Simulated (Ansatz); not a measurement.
Crystal: Na.

```
Na
1.0
     3.76700    0.00000    0.00000
    -1.88350    3.26232    0.00000
     0.00000    0.00000    6.15400
Na
2
Direct
  0.66667 0.33333 0.75000
  0.33333 0.66667 0.25000
```

This isn't the form of Na at room conditions, which is bcc.

| Property | Result |
| --- | --- |
| Program | Ansatz 0.2.0 |
| Task | single point |
| Functional | PBE |
| Potentials or basis | Ansatz PAW |
| Cutoff | 420 eV (not typed: the program's choice for these potentials) |
| k mesh | 8 × 8 × 5 |
| Occupations | fermi-dirac, width 0.05 eV |
| Spin | no spin polarisation |

On this cell: pressure -0.1 GPa; largest force under 0.003 eV/Å; band gap on the k mesh none (metal or under the smearing width).

The same run follows on a disturbed copy (atoms moved at random, drawn with an rms of 0.05 Å):

```
CELL_PARAMETERS angstrom
3.76700 0.00000 0.00000
-1.88350 3.26232 0.00000
0.00000 0.00000 6.15400
ATOMIC_POSITIONS crystal
Na 0.65549 0.32378 0.74990
Na 0.32296 0.65856 0.24806
```

**Question.** What does the disturbed cell give?

**Answer.** The energy (extrapolated to zero smearing) moves by +0.0 meV/atom; pressure -0.1 GPa; largest force 0.008 eV/Å; band gap on the k mesh none (metal or under the smearing width).

Forces in eV/Å, atoms in the order of the input:
```
Na   0.000  0.001 -0.008
Na   0.000 -0.001  0.008
```

Stress tensor (GPa, compression positive):
```
-0.07  0.00  0.00
 0.00 -0.06  0.00
 0.00  0.00 -0.31
```
